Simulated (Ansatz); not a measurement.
Given:

```
BaF2
1.0
   -0.08869     3.06871     3.06871
    2.98002     0.00000     2.98002
    3.06871     3.06871    -0.08869
Ba F
1 2
Cartesian
  0.00000   0.00000   0.00000
  1.49001   1.57038   1.49001
  4.47004   4.56704   4.47004
```

No spin polarisation.

Calculations: plane-wave PAW DFT at the PBEsol level (Ansatz, an electronic-structure program, 420 eV), no spin-orbit coupling. Settings: 9×9×9 k-points, 0.05 eV Fermi–Dirac smearing.

Q: Predict the band gap and electron mass.

A: 
* **Band gap**: 6.80 eV
* **Electron mass**: 0.48 mₑ (at Γ)

The cells carry an imposed strain or load. Effective masses come from finite differences of ±0.01 Å⁻¹. Stability against distortions was not tested. The cell was made from BaF2 in the fluorite structure (space group Fm-3m, No. 225) by this change: tensor shear ε_xz = −2.89 %.
